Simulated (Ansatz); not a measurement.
# ZnF₂ under strain

All numbers below come from DFT r2SCAN, scalar-relativistic, plane waves, PAW (Ansatz 0.2.0). Run with 500 eV cutoff, 6×6×8 k-mesh, Gaussian smearing of 0.02 eV, no spin polarisation.

The relaxed crystal:

```xyz
6
Lattice="4.7025 0.0000 0.0000 0.0000 4.7025 0.0000 0.0000 0.0000 3.1274" Properties=species:S:1:pos:R:3 pbc="T T T"
Zn    2.3513    2.3513    1.5637
Zn    0.0000    0.0000    0.0000
F     3.2771    3.2771    0.0000
F     3.7767    0.9258    1.5637
F     1.4254    1.4254    0.0000
F     0.9258    3.7767    1.5637
```

Deformation: all cell vectors scaled alike, the atoms relaxed, all within the symmetry that the strain leaves. Energies are extrapolated to zero smearing. Stress is positive in compression, on the Cartesian axes of the cell above. Gaps are generalised Kohn–Sham gaps over the whole zone.

| strain (%) | ΔE (meV/atom) | a (Å) | b (Å) | c (Å) | σxx (GPa) | σyy (GPa) | σzz (GPa) | gap (eV) |
| --- | --- | --- | --- | --- | --- | --- | --- | --- |
| -3.0 | 39.1 | 4.561 | 4.561 | 3.034 | 12.93 | 12.93 | 14.78 | 4.39 |
| -2.0 | 16.8 | 4.608 | 4.608 | 3.065 | 7.96 | 7.96 | 9.19 | 4.35 |
| -1.0 | 4.1 | 4.655 | 4.655 | 3.096 | 3.69 | 3.69 | 4.29 | 4.31 |
| +0.0 | 0.0 | 4.703 | 4.703 | 3.127 | 0.02 | 0.02 | -0.01 | 4.28 |
| +1.0 | 3.7 | 4.750 | 4.750 | 3.159 | -3.07 | -3.07 | -3.76 | 4.25 |
| +2.0 | 14.3 | 4.797 | 4.797 | 3.190 | -5.67 | -5.67 | -7.07 | 4.22 |
| +3.0 | 31.0 | 4.844 | 4.844 | 3.221 | -7.79 | -7.79 | -10.00 | 4.16 |